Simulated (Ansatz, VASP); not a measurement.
Two plane-wave programs on Y

```xyz
2
Lattice="0.0000 3.6718 3.6718 3.6718 0.0000 3.6718 3.6718 3.6718 0.0000" Properties=species:S:1:pos:R:3 pbc="T T T"
Y     0.9180    0.9180    0.9180
Y     6.4257    6.4257    6.4257
```

The cell was built by a generator and needn't be a form met in nature.

Alike in both runs: functional revPBE; k mesh 8 × 8 × 8; occupations fermi-dirac, width 0.1 eV; no spin polarisation.

Ansatz relaxed the structure, and its values are those at the end. VASP's run is a single point on that final structure, the one shown.

```csv
,VASP,Ansatz
version,VASP 6.6.1,Ansatz 0.2.0
potentials or method,"VASP PAW PBE potentials, release 64 (Y_sv)","plane waves (420 eV) with PAW, scalar-relativistic"
plane-wave cutoff (eV),520,420
valence electrons in the cell,22,22
```

```csv
,VASP,Ansatz,Ansatz less VASP
pressure (GPa),0.0,0.0,-0.03
```

Caveats: the PAW data sets were made with another functional, which shifts forces and pressure a little (VASP).
